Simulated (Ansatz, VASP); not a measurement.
Ge in VASP and in Ansatz

```xyz
3
Lattice="3.3154 -1.9061 0.0481 3.3154 1.9061 0.0481 -0.0704 0.0000 4.7139" Properties=species:S:1:pos:R:3 pbc="T T T"
Ge    2.1632    0.0000    3.1749
Ge    4.3973    0.0000    1.6351
Ge    0.0000    0.0000    0.0000
```

Alike in both runs: functional PBE; k mesh 6 × 6 × 4; occupations gaussian, width 0.1 eV; no spin polarisation.

Ansatz relaxed the structure, and its values are those at the end. VASP's run is a single point on that final structure, the one shown.

|  | VASP | Ansatz |
| --- | --- | --- |
| version | VASP 6.6.1 | Ansatz 0.2.0 |
| potentials or method | VASP PAW PBE potentials, release 64 (Ge_d) | scalar-relativistic, plane waves, PAW |
| plane-wave cutoff (eV) | 520 | 420 |
| valence electrons in the cell | 42 | 42 |

|  | VASP | Ansatz | Ansatz less VASP |
| --- | --- | --- | --- |
| gap on the k mesh at the Fermi level (eV) | none | none | - |
| pressure (GPa) | 0.0 | 0.0 | +0.02 |

A gap of «none» marks a metal or a gap that the smearing closes.
